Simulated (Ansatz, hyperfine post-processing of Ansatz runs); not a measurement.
# GdTlS2: isotropic lines and sites in a paramagnetic 205Tl spectrum

Calculated values: DFT, PBEsol+U, plane-wave PAW, default files (PAW set soft_2), collinear spin, scalar-relativistic (Ansatz), contact and point-dipole shifts scaled to 298 K with Θ = 0 K (a pure Curie law); spin-only moments, above the ordering temperature.

```cif
data_structure
_symmetry_space_group_name_H-M 'P 1'
_symmetry_Int_Tables_number 1
_cell_length_a 8.1346
_cell_length_b 4.0673
_cell_length_c 7.8466
_cell_angle_alpha 74.979
_cell_angle_beta 74.979
_cell_angle_gamma 60.000
_cell_volume 214.53
loop_
_atom_site_label
_atom_site_type_symbol
_atom_site_fract_x
_atom_site_fract_y
_atom_site_fract_z
_atom_site_occupancy
Tl1 Tl 0.25000 0.50000 0.50000 1
Tl2 Tl 0.75000 0.50000 0.50000 1
Gd3 Gd 0.00000 0.00000 0.00000 1
Gd4 Gd 0.50000 0.00000 0.00000 1
S5 S 0.13346 0.26689 0.19931 1
S6 S 0.63346 0.26689 0.19931 1
S7 S 0.36654 0.73311 0.80069 1
S8 S 0.86654 0.73311 0.80069 1
```

205Tl MAS at 7.05 T (176.1 MHz), 60 kHz, 298 K; contact and dipolar shift alone, no orbital or quadrupolar part; lines under 1.5 % of the strongest are left out. Lines of the NMR spectrum (strongest = 100):

| position (ppm) | intensity |
| --- | --- |
| -87255.3 | 2.3 |
| -86914.5 | 8.1 |
| -86573.7 | 35 |
| -86233.0 | 97 |
| -85892.2 | 100 |
| -85551.4 | 64 |
| -85210.7 | 30 |
| -84869.9 | 27 |
| -84529.1 | 38 |
| -84188.4 | 41 |
| -83847.6 | 19 |
| -83506.8 | 31 |
| -83166.1 | 21 |
| -82825.3 | 34 |
| -82484.5 | 27 |
| -82143.8 | 18 |
| -81803.0 | 9.2 |
| -81462.2 | 3.8 |

Q: Find the isotropic shifts among the lines and assign them to the Tl sites.

Sidebands are spaced by 341 ppm (the spinning rate over the resonance of 176.1 MHz). An isotropic line need not be the tallest: it is the area-weighted centre of its own family of sidebands, and the one that stays put when the rate is changed. Isotropic shifts: -84870 ppm for atom 1 and the 1 atom equivalent to it (12 Gd through links of 94° (12) and 169° (6)), reduced anisotropy 3175 ppm.

[Logs are printed without paths, hosts, clocks, repeated set-up lines and the standing remarks that a program may print on its own settings, such as how far it seeks lower states.]

[Hosts, paths, dates, database ids (printed as entryN), source tags and the programs' standing remarks are cut or masked in the printed files.]
